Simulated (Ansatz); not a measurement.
# MoS2 (R3m) in Ansatz: reference runs

Aim: a first look at MoS2 with PBE, on the cell as given and on a disturbed one.

Program: Ansatz 0.2.0. These are calculated values, not measurements. Logs are shortened: lines on timing, memory, paths and dates and some standing lists are left out, and cuts for length are marked.

## Step 1: The structure

The structure is trigonal, space group R3m (No. 160). The conventional cell has a = 3.160 Å, b = 3.160 Å, c = 18.450 Å, α = 90.00°, β = 90.00°, γ = 120.00°. Mo (site symmetry 3m) has 6 S at 2.39 Å as nearest neighbours. Around S (site symmetry 3m) lie 3 Mo at 2.39 Å. Around S (site symmetry 3m) lie 3 Mo at 2.39 Å.

Measurements of this composition are mostly on another form, of space group No. 194.

## Step 2: Single point, PBE

File input.yaml:

```yaml
crystal:
  lattice:
    - [1.58, 0.9122134253, 6.15]
    - [-1.58, 0.9122134253, 6.15]
    - [0.0, -1.8244268506, 6.15]
  atoms:
    - { symbol: Mo, position: [0.0, 0.0, 0.0] }
    - { symbol: S, position: [0.417, 0.417, 0.417] }
    - { symbol: S, position: [0.25, 0.25, 0.25] }
kpoints:
  mp_grid: { grid: [10, 10, 10] }
scf:
  occupations: { method: fermi_dirac, width: 0.05 }
hamiltonian:
  xc: pbe
  pseudopotentials: { kind: all_electron, lapw: { basis_error: 0.001 } }
output:
  forces: true
  stress: true
  eigenvalues: true
  populations: true
```

Potentials or basis: all-electron LAPW, scalar-relativistic.

Command:

```console
$ ansatz run input.yaml --threads 2 --pin off --max-ram 6144MiB --backend cpu --events-out ev --progress --plain --runs-dir out
```

Output:

```text
Warning: RAYON_NUM_THREADS=2 ignored (pool sized by the plan → 2); use --threads N
Mo: projections on atomic orbitals take those of the free atom 1s2 2s2 2p6 3s2 3p6 3d10 4s2 4p6 4d5 5s1, of charge +0.00 (hamiltonian.pseudopotentials.projection_atoms)
S: projections on atomic orbitals take those of the free atom 1s2 2s2 2p6 3s2 3p4, of charge +0.00 (hamiltonian.pseudopotentials.projection_atoms)
LAPW: plane waves up to 8.366 Å⁻¹, error target 1.0e-3 eV per atom; small_component_spin mean_spin; S in spheres of 1.059 Å, 14 of its electrons in bands, Dirac shells []; Mo in spheres of 1.327 Å, 30 of its electrons in bands, Dirac shells [] (how accurate: hamiltonian.pseudopotentials.lapw.basis_error, Limitations)
Engine: ansatz 0.2.0, aarch64-unknown-linux-gnu
Pseudopotentials: kind: all_electron
Pseudopotential: Mo, LAPW, valence charge 30, lapw/all_electron/scalar/gaussian/Mo, Koelling and Harmon's equation, gaussian nucleus
Pseudopotential: S, LAPW, valence charge 14, lapw/all_electron/scalar/gaussian/S, Koelling and Harmon's equation, gaussian nucleus
Functional definition: PBE
  parameter kappa = 0.804
  parameter beta = 0.06672455060314922
  exchange = pbe_x(kappa = kappa, mu = beta*pi^2/3)
  correlation = pbe_c(beta = beta)
Crystal: 3 atoms, lattice volume = 53.184 Å³
Basis set: ecut = 266.67529983726 eV, 527 PW (Γ), FFT grids on a1−a3, a2−a3, a3, exchange–correlation at level 2
Bands: 35, of which v1, the nominal top of the filled ones, is band 29 counted from 1 (28 counted from 0)
Symmetry: 6 space group operations
Space group: R3m (ITA 160), of the structure as read, at distance tolerance 3.8e-5 Å
k-points: 116 of 1000 (time reversal used)
Non-local potential: Mo, projectors of the file, none
Non-local potential: S, projectors of the file, none
Initial density: superposition of atomic densities (chi_scale 0.1, normalization cell, long waves kept (reshape's long-wave potential 0.16 eV rms))
Initial wavefunctions: plane waves of lowest kinetic energy (no species holds an atomic orbital)
Functional: x = pbe(κ = 0.804, μ = 0.2195149727645171), c = pbe(β = 0.06672455060314922)
iter 1 solved again at ethr=5.30e-3 eV; its pass at ethr=1.00e-1 eV (dr2=3.07e0 eV) is discarded
SCF iter   1: F=—  HF=-131907.175871 eV  |F-HF|=—  |Δ(HF+E_count)|=         —  Δρ=6.53e-2  dr2=3.07e0  ethr=5.30e-3  ⟨swp⟩=2.0  Hψ=26962  notcnv=0
preconditioner: auto → Resta (q_TF=auto, 2.768 Å⁻¹)  ε∞=5.3  [insulator: Δε(μ)=0.910 eV  Ē_g=10.476 eV  σ=0.050 eV  W_gap=1.00  n_scr=22 (ndim 8)  ℏωp=21.6 eV  f_vac=0.099  D(μ)=0.00/eV (n_scr^D=0)  ε∞_Penn≈5.3]
SCF iter   2: F=—  HF=-131906.413132 eV  |F-HF|=—  |Δ(HF+E_count)|=   7.63e-1  Δρ=3.77e-2  dr2=2.97e0  ethr=5.30e-3  ⟨swp⟩=3.0  Hψ=12255  notcnv=0
iter 3 solved again at ethr=4.56e-4 eV; its pass at ethr=5.11e-3 eV (dr2=2.64e-1 eV) is discarded
SCF iter   3: F=—  HF=-131905.870471 eV  |F-HF|=—  |Δ(HF+E_count)|=   5.43e-1  Δρ=1.88e-2  dr2=2.64e-1  ethr=4.56e-4  ⟨swp⟩=2.0  Hψ=19047  notcnv=0
SCF iter   4: F=—  HF=-131905.810165 eV  |F-HF|=—  |Δ(HF+E_count)|=         —  Δρ=4.53e-3  dr2=3.53e-2  ethr=4.55e-4  ⟨swp⟩=3.0  Hψ=11547  notcnv=0
the basis was enlarged: its passes take 400.3 KiB over the memory plan, 2 of 2 planned eigensolver slots
SCF iter   5: F=—  HF=-131905.804232 eV  |F-HF|=—  |Δ(HF+E_count)|=   5.93e-3  Δρ=2.61e-3  dr2=8.03e-3  ethr=6.09e-5  ⟨swp⟩=2.0  Hψ=12060  notcnv=0
SCF iter   6: F=—  HF=-131905.803168 eV  |F-HF|=—  |Δ(HF+E_count)|=   1.06e-3  Δρ=1.07e-3  dr2=1.21e-3  ethr=1.38e-5  ⟨swp⟩=2.0  Hψ=11368  notcnv=0
SCF iter   7: F=—  HF=-131905.803076 eV  |F-HF|=—  |Δ(HF+E_count)|=   9.14e-5  Δρ=1.24e-4  dr2=2.47e-5  ethr=2.09e-6  ⟨swp⟩=2.2  Hψ=11392  notcnv=0
SCF iter   8: F=—  HF=-131905.803099 eV  |F-HF|=—  |Δ(HF+E_count)|=   2.27e-5  Δρ=9.10e-5  dr2=1.18e-5  ethr=4.25e-8  ⟨swp⟩=3.0  Hψ=12055  notcnv=0
SCF iter   9: F=—  HF=-131905.803100 eV  |F-HF|=—  |Δ(HF+E_count)|=   1.26e-6  Δρ=2.06e-5  dr2=4.51e-7  ethr=2.03e-8  ⟨swp⟩=3.0  Hψ=11651  notcnv=0
SCF iter  10: F=-131905.803101 eV  HF=-131905.803101 eV  |F-HF|=6.40e-10  |Δ(HF+E_count)|=   4.30e-7  Δρ=6.56e-6  dr2=2.72e-8  ethr=7.78e-10  ⟨swp⟩=3.0  Hψ=12211  notcnv=0
SCF 1 converged in 10 iterations: F = -131905.803101 eV  dr2 = 2.72e-8
SCF converged after 10 iterations
Free energy (F): -131905.803101 eV
Harris-Foulkes:  -131905.803101 eV  (|F-HF|=6.40e-10)
Internal energy: -131905.803100 eV  (E = F + TS)
E sigma→0 (E₀):  -131905.803100 eV
Entropy (-TS):   -0.000001 eV (-0.000 meV/atom)
Fermi energy:    12.840218 eV
--- Per-component energies (eV) ---
  E_band       = -6796.876038
  E_kinetic    = 136004.975176
  E_xc         = -4768.429527
  E_electrostatic = -263142.348749  (all electrons and nuclei)
  E_smearing   = -0.000001  (= −TS)
  E_closure    = 0.000000  (closes the sum)
  E_atoms      = -131884.088107  (free atoms, spherical and without spin; not in F)
  Σ components = -131905.803101   (vs F -131905.803101, Δ=0.00e0)
  Basis errors (estimates in eV, not in F): energy 4.8e-4 per atom: plane waves 4.3e-4 (2.5e-4 summed), levels above the bands 6.0e-63, relativity 3.2e-8, radial functions 4.6e-5, core shells 3.7e-7; eigenvalues (radial functions only) 2.3e-6; not estimated: angular momenta, meshes, grids; target (lapw.basis_error) 1.0e-3; muffin-tin radii S 1.059 Å, Mo 1.327 Å
--- Forces (eV/Å), atoms counted from 1 ---
  atom   1  Mo     0.00000000    -0.00000000     0.08649062
  atom   2  S     -0.00000000     0.00000000     0.43585538
  atom   3  S      0.00000000     0.00000000    -0.52238662
  max |Σ_I F_I| component: 4.06e-5 eV/Å
--- Stress (GPa, compression-positive) ---
        4.572951       0.000000       0.000000
        0.000000       4.572951       0.000000
        0.000000       0.000000       6.972087
  P = ⅓ Tr σ = 5.3727 GPa (53.727 kbar)
--- Band table (eV; the first three rows and the last of 116) ---
  k-point 0: bands = ["-363.9888", "-363.9697", "-363.9697", "-205.8693", "-205.8693", "-205.8577", "-205.8485", "-205.8485", "-193.5895", "-193.5841", "-138.3815", "-138.3815", "-138.3765", "-138.3765", "-138.3314", "-138.3244", "-49.1573", "-23.3183", "-23.0889", "-23.0889", "-2.7132", "-0.9913", "5.4028", "8.9379", "8.9379", "10.0722", "10.0722", "11.1466", "11.2456", "14.4370", "14.4370", "14.8588", "14.8588", "17.8973", "20.4958"]
  k-point 1: bands = ["-363.9888", "-363.9697", "-363.9697", "-205.8693", "-205.8693", "-205.8577", "-205.8485", "-205.8485", "-193.5895", "-193.5841", "-138.3815", "-138.3815", "-138.3765", "-138.3765", "-138.3314", "-138.3244", "-49.1533", "-23.3104", "-23.1289", "-23.0979", "-2.5578", "-0.9447", "5.5814", "8.6182", "9.0993", "9.5533", "9.8341", "11.1539", "11.4021", "14.3398", "14.4076", "14.6518", "14.7380", "18.5898", "20.9061"]
  k-point 2: bands = ["-363.9888", "-363.9697", "-363.9697", "-205.8693", "-205.8693", "-205.8577", "-205.8485", "-205.8485", "-193.5895", "-193.5841", "-138.3815", "-138.3815", "-138.3765", "-138.3765", "-138.3314", "-138.3244", "-49.1429", "-23.2896", "-23.2323", "-23.1215", "-2.1255", "-0.8151", "5.9982", "7.9597", "8.6685", "9.3183", "9.5396", "10.9667", "11.1438", "13.7349", "14.3451", "14.6859", "15.2176", "19.7174", "20.9833"]
  k-point 115: bands = ["-363.9888", "-363.9697", "-363.9697", "-205.8693", "-205.8693", "-205.8577", "-205.8485", "-205.8485", "-193.5895", "-193.5841", "-138.3815", "-138.3815", "-138.3765", "-138.3765", "-138.3314", "-138.3244", "-49.1573", "-23.3184", "-23.0889", "-23.0889", "-2.4681", "-1.4076", "6.3817", "8.9166", "8.9237", "8.9237", "10.0996", "10.0996", "12.4198", "14.5323", "14.5323", "14.7254", "14.7254", "17.9777", "20.9629"]
--- Löwdin populations: 3 sites ---
  site symbol       q [e]
     0     Mo     41.6797
     1      S     16.0640
     2      S     16.0592
  spilling = 0.002664 (of n_electrons = 74.000000)
```

Run time: 61 s. Hardware: 2 threads of Arm Neoverse V1, shared host; peak memory 0.56 GiB.

What came out:

```yaml
Free_energy: -131905.8031 eV
Pressure: 5.4 GPa
Largest_force: 0.522 eV/Å
Band_gap_on_the_k_mesh: 0.96 eV, indirect (least direct gap 1.96 eV)
```

Forces on the atoms (eV/Å):
```
Mo   0.000  0.000  0.086
S    0.000  0.000  0.436
S    0.000  0.000 -0.522
```

Stress tensor (GPa, compression positive):
```
4.57 0.00 0.00
0.00 4.57 0.00
0.00 0.00 6.97
```

## Step 3: Single point, PBE (atoms moved at random, drawn with an rms of 0.05 Å)

Changes to input.yaml since step 2:

```diff
@@ -6,5 +6,5 @@
   atoms:
-    - { symbol: Mo, position: [0.0, 0.0, 0.0] }
-    - { symbol: S, position: [0.417, 0.417, 0.417] }
-    - { symbol: S, position: [0.25, 0.25, 0.25] }
+    - { symbol: Mo, position: [0.001086, -0.005346, 0.002286] }
+    - { symbol: S, position: [0.393819, 0.431755, 0.433589] }
+    - { symbol: S, position: [0.241998, 0.243943, 0.260312] }
 kpoints:
```

Potentials or basis: all-electron LAPW, scalar-relativistic.

Command:

```console
$ ansatz run input.yaml --threads 2 --pin off --max-ram 6144MiB --backend cpu --events-out ev --progress --plain --runs-dir out
```

Output:

```text
Warning: RAYON_NUM_THREADS=2 ignored (pool sized by the plan → 2); use --threads N
Mo: projections on atomic orbitals take those of the free atom 1s2 2s2 2p6 3s2 3p6 3d10 4s2 4p6 4d5 5s1, of charge +0.00 (hamiltonian.pseudopotentials.projection_atoms)
S: projections on atomic orbitals take those of the free atom 1s2 2s2 2p6 3s2 3p4, of charge +0.00 (hamiltonian.pseudopotentials.projection_atoms)
LAPW: plane waves up to 8.409 Å⁻¹, error target 1.0e-3 eV per atom; small_component_spin mean_spin; S in spheres of 1.055 Å, 14 of its electrons in bands, Dirac shells []; Mo in spheres of 1.320 Å, 30 of its electrons in bands, Dirac shells [] (how accurate: hamiltonian.pseudopotentials.lapw.basis_error, Limitations)
[... 9 set-up lines as earlier in the session ...]
Crystal: 3 atoms, lattice volume = 53.184 Å³
Basis set: ecut = 269.3990491956238 eV, 551 PW (Γ), FFT grids on a1−a3, a2−a3, a3, exchange–correlation at level 2
Bands: 35, of which v1, the nominal top of the filled ones, is band 29 counted from 1 (28 counted from 0)
Symmetry: 1 space group operations
Space group: P1 (ITA 1), of the structure as read, at distance tolerance 3.8e-5 Å
k-points: 504 of 1000 (time reversal used)
[... 5 set-up lines as earlier in the session ...]
iter 1 solved again at ethr=5.73e-3 eV; its pass at ethr=1.00e-1 eV (dr2=3.32e0 eV) is discarded
[... 12 lines left out ...]
SCF iter  10: F=-131905.770143 eV  HF=-131905.770143 eV  |F-HF|=5.65e-8  |Δ(HF+E_count)|=   8.84e-7  Δρ=7.40e-6  dr2=3.83e-8  ethr=1.56e-9  ⟨swp⟩=3.0  Hψ=53015  notcnv=0
SCF 1 converged in 10 iterations: F = -131905.770143 eV  dr2 = 3.83e-8
SCF converged after 10 iterations
Free energy (F): -131905.770143 eV
Harris-Foulkes:  -131905.770143 eV  (|F-HF|=5.65e-8)
Internal energy: -131905.770141 eV  (E = F + TS)
E sigma→0 (E₀):  -131905.770142 eV
Entropy (-TS):   -0.000001 eV (-0.000 meV/atom)
Fermi energy:    12.741245 eV
--- Per-component energies (eV) ---
  E_band       = -6796.030402
  E_kinetic    = 136001.636088
  E_xc         = -4767.669782
  E_electrostatic = -263139.736448  (all electrons and nuclei)
  E_smearing   = -0.000001  (= −TS)
  E_closure    = 0.000000  (closes the sum)
  E_atoms      = -131884.088107  (free atoms, spherical and without spin; not in F)
  Σ components = -131905.770143   (vs F -131905.770143, Δ=0.00e0)
  Basis errors (estimates in eV, not in F): energy 4.8e-4 per atom: plane waves 4.4e-4 (2.5e-4 summed), levels above the bands 3.1e-63, relativity 3.1e-8, radial functions 4.2e-5, core shells 4.2e-7; eigenvalues (radial functions only) 1.9e-6; not estimated: angular momenta, meshes, grids; target (lapw.basis_error) 1.0e-3; muffin-tin radii S 1.055 Å, Mo 1.320 Å
--- Forces (eV/Å), atoms counted from 1 ---
  atom   1  Mo    -0.77377061    -0.50816899     0.77686502
  atom   2  S      0.61144188     0.25224540    -0.58343170
  atom   3  S      0.16232503     0.25592153    -0.19343799
  max |Σ_I F_I| component: 4.66e-6 eV/Å
--- Stress (GPa, compression-positive) ---
        2.053675      -0.702415       2.078625
       -0.702415       3.037718       0.021666
        2.078625       0.021666       1.044103
  P = ⅓ Tr σ = 2.0452 GPa (20.452 kbar)
--- Band table (eV; the first three rows and the last of 504) ---
  k-point 0: bands = ["-364.0275", "-364.0074", "-364.0041", "-205.9087", "-205.9057", "-205.8961", "-205.8856", "-205.8828", "-193.5945", "-193.5813", "-138.3878", "-138.3858", "-138.3747", "-138.3730", "-138.3435", "-138.3237", "-49.1599", "-23.3119", "-23.0794", "-23.0671", "-2.6158", "-0.9689", "5.4654", "9.0977", "9.2020", "10.0377", "10.4584", "11.0007", "11.2916", "14.1392", "14.5823", "14.7319", "14.8865", "17.9657", "20.4363"]
  k-point 1: bands = ["-364.0275", "-364.0074", "-364.0041", "-205.9087", "-205.9057", "-205.8961", "-205.8856", "-205.8828", "-193.5945", "-193.5813", "-138.3878", "-138.3858", "-138.3747", "-138.3730", "-138.3435", "-138.3237", "-49.1560", "-23.3042", "-23.1166", "-23.0779", "-2.4606", "-0.9200", "5.6505", "8.8360", "9.2820", "9.5791", "10.1553", "11.0351", "11.4188", "14.1436", "14.3099", "14.6741", "14.7570", "18.6388", "20.9915"]
  k-point 2: bands = ["-364.0275", "-364.0074", "-364.0041", "-205.9087", "-205.9057", "-205.8961", "-205.8856", "-205.8828", "-193.5945", "-193.5813", "-138.3878", "-138.3858", "-138.3747", "-138.3730", "-138.3435", "-138.3237", "-49.1458", "-23.2840", "-23.2174", "-23.1014", "-2.0272", "-0.7837", "6.0924", "8.1320", "8.7337", "9.5129", "9.7936", "10.8635", "11.1280", "13.6008", "14.2654", "14.7183", "15.1405", "19.6723", "20.9859"]
  k-point 503: bands = ["-364.0275", "-364.0074", "-364.0041", "-205.9087", "-205.9057", "-205.8961", "-205.8856", "-205.8828", "-193.5945", "-193.5813", "-138.3878", "-138.3858", "-138.3747", "-138.3730", "-138.3435", "-138.3237", "-49.1599", "-23.3120", "-23.0794", "-23.0671", "-2.3222", "-1.4430", "6.5391", "8.7597", "9.0971", "9.1875", "10.0697", "10.5081", "12.3340", "14.2423", "14.5002", "14.7254", "14.7958", "18.0954", "20.9583"]
--- Löwdin populations: 3 sites ---
  site symbol       q [e]
     0     Mo     41.6663
     1      S     16.0796
     2      S     16.0612
  spilling = 0.002606 (of n_electrons = 74.000000)
```

populations.tsv:

```text
# site	symbol	l	j	q
# orbitals = lowdin
# n_electrons = 74.000000
# spilling = 0.002606
# projection_atom_Mo: 1s2 2s2 2p6 3s2 3p6 3d10 4s2 4p6 4d5 5s1
# projection_atom_S: 1s2 2s2 2p6 3s2 3p4
0	Mo	0_1S	-	1.999998
0	Mo	0_2S	-	1.999897
0	Mo	0_3S	-	1.998175
0	Mo	0_4S	-	1.963054
0	Mo	0_5S	-	0.528770
0	Mo	1_2P	-	6.000000
0	Mo	1_3P	-	5.999970
0	Mo	1_4P	-	5.994767
0	Mo	2_3D	-	9.999972
0	Mo	2_4D	-	5.181698
1	S	0_1S	-	1.999920
1	S	0_2S	-	1.994392
1	S	0_3S	-	1.791742
1	S	1_2P	-	5.999311
1	S	1_3P	-	4.294282
2	S	0_1S	-	1.999912
2	S	0_2S	-	1.993820
2	S	0_3S	-	1.775677
2	S	1_2P	-	5.999243
2	S	1_3P	-	4.292533
```

Run time: 4.2 min. Hardware: 2 threads of Arm Neoverse V1, shared host; peak memory 1.5 GiB.

Results:

```
Free energy            : -131905.7701 eV
Pressure               : 2.0 GPa
Largest force          : 1.209 eV/Å
Band gap on the k mesh : 0.89 eV, indirect (least direct gap 1.91 eV)
```

Forces on the atoms (eV/Å):
```
Mo  -0.774 -0.508  0.777
S    0.611  0.252 -0.583
S    0.162  0.256 -0.193
```

Stress tensor (GPa, compression positive):
```
 2.05 -0.70  2.08
-0.70  3.04  0.02
 2.08  0.02  1.04
```

A k mesh can miss the band edges.
